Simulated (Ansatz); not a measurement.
Method: Ansatz, DFT PBE, scalar-relativistic, plane waves, PAW. Settings: cutoff 420 eV, Γ-centred meshes spaced at most about 0.3 Å⁻¹, and about 0.25 Å⁻¹ or finer for metals (2π included), Gaussian smearing. No spin polarisation.

Each guess is relaxed in cell and atoms at zero pressure, on a coarse mesh first where it starts far from rest and then on a converged one. The steps can't lower the symmetry of the start, but it can rise. Energies are static (0 K, no zero-point motion).

Two unrelaxed guesses for Si₅Ge:

A.

```xyz
6
Lattice="3.8952 0.0000 0.0000 -1.9476 3.3733 0.0000 0.0000 0.0000 8.4947" Properties=species:S:1:pos:R:3 pbc="T T T"
Si    1.9476    0.0000    0.0000
Si   -0.9738    1.6867    0.0000
Si    0.9738    1.6867    0.0000
Si    0.0000    0.0000    6.3384
Si    0.0000    0.0000    2.1564
Ge    0.0000    0.0000    4.2474
```

B.

```xyz
6
Lattice="5.5429 0.0000 0.0000 0.0000 5.5429 0.0000 0.0000 0.0000 3.7053" Properties=species:S:1:pos:R:3 pbc="T T T"
Si    4.2527    1.2902    1.8526
Si    1.2902    4.2527    1.8526
Si    4.2527    4.2527    1.8526
Si    1.2902    1.2902    1.8526
Si    0.0000    0.0000    1.8526
Ge    0.0000    0.0000    0.0000
```

Task: Which guess leads to the lower structure, and by how much?

Result: B ends lower, by 50 meV/atom. A: P6/mmm at 18.6 Å³/atom → P6/mmm at 24.6 Å³/atom; B: P4/mmm at 19.0 Å³/atom → P4/mmm at 26.1 Å³/atom. Counting Si atoms around Ge (those within 1.25 times the shortest such distance or 1.15 times the sum of covalent radii), the end of A and the end of B both have Ge 2. End of A. Conventional cell: a = 4.866 Å, c = 7.192 Å. Si on a site of symmetry mmm is surrounded by 4 Si at 2.43 Å and 4 Si at 2.74 Å; around Si on a site of symmetry 6mm lie 1 Ge at 2.33 Å, 1 Si at 2.54 Å and 6 Si at 2.74 Å; Ge has 2 Si at 2.33 Å. End of B. Conventional cell: a = 5.692 Å, c = 4.836 Å. Around Si on a site of symmetry m2m lie 3 Si at 2.31–2.39 Å; Si on a site of symmetry 4/mmm has 4 Si at 2.39 Å and 2 Ge at 2.42 Å; Ge has 2 Si at 2.42 Å.

Ends held by symmetry can be saddle points. Neither end is the lowest form computed: that has space group P6/mmm (No. 191) and lies 0.34 eV/atom below the better end. Even the lowest of the cells shown lies +0.83 eV/atom against the elements. Some candidate types were left out of the draw beforehand, so a known form may be missing.
